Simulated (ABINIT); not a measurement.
PtS2:

```xyz
3
Lattice="3.5432 0.0000 0.0000 -1.7716 3.0685 0.0000 0.0000 0.0000 5.0388" Properties=species:S:1:pos:R:3 pbc="T T T"
Pt    0.0000    0.0000    0.0000
S     1.7716    1.0228    3.8950
S     0.0000    2.0457    1.1438
```

Program: ABINIT 10.8.3 (patched build). Alike in all runs: cell as given; smearing fermi-dirac 0.05 eV. Hardware: 1 thread of Arm Neoverse V1, on a shared host.

Q: Order these runs on this cell by their wall time, lowest first.
A. task single point; level LDA; potentials or basis JTH PAW LDA v2.0; spin off; k mesh 7 × 7 × 4; cutoff (eV) 544; fine-grid cutoff 1088.46 eV
B. task band structure; level PBE; potentials or basis JTH PAW PBE v2.0; spin SOC, no magnetisation; k mesh 9 × 9 × 5; cutoff (eV) 544; fine-grid cutoff 1088.46 eV
C. task single point; level r2SCAN; potentials or basis JTH PAW PBE v2.0; spin off; k mesh 5 × 5 × 3; cutoff (eV) 653; fine-grid cutoff 1251.72 eV

A: A (37 s), C (79 s), B (770 s).

Not every run made on this cell is shown here.
